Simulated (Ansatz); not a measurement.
A crystal relaxed with r2SCAN in the PAW code Ansatz has space group Pnnm (No. 58) and a = 4.431 Å, b = 5.401 Å, c = 3.379 Å.

| atom | site | x | y | z |
| --- | --- | --- | --- | --- |
| Xx | 2a | 0.5000 | 0.5000 | 0.5000 |
| S | 4g | 0.2990 | 0.8778 | 0.5000 |

The r2SCAN gap is indirect, 1.34 eV (Γ–X (0.83 of the way from Γ) to T), below the direct gap of 1.72 eV at k = (1/3, 1/6, 1/4). The HSE06 gap is indirect, 2.25 eV (Γ–X (0.83 of the way from Γ) to Y–Γ (0.50 of the way from Y)), below the direct gap of 2.92 eV at Γ. Meshes: r2SCAN 6×6×8, HSE06 4×4×4. r2SCAN's ε∞ is 16.6, 15.5 and 13.8 along x, y and z.

Problem. Which element is Xx?
A. Os
B. Fe
C. Ru

Solution. B. Xx is Fe: FeS2 (Pnnm) from a database of computed structures. Around Fe lie 6 S at 2.23–2.25 Å; around S lie 1 S at 2.22 Å and 3 Fe at 2.23–2.25 Å.

The values are computed, spin-unpolarised, and not measurements.

Where an edge lies off the special points, it is a point of the mesh or the k point where a search put PBE's edge or least direct gap, reused for the other functionals, whose own edges may lie a little apart.

Coordinates of k points refer to the reciprocal vectors of the primitive cell of the runs.

The meshes of the hybrids are coarse, so their gaps aren't converged to the digits shown.
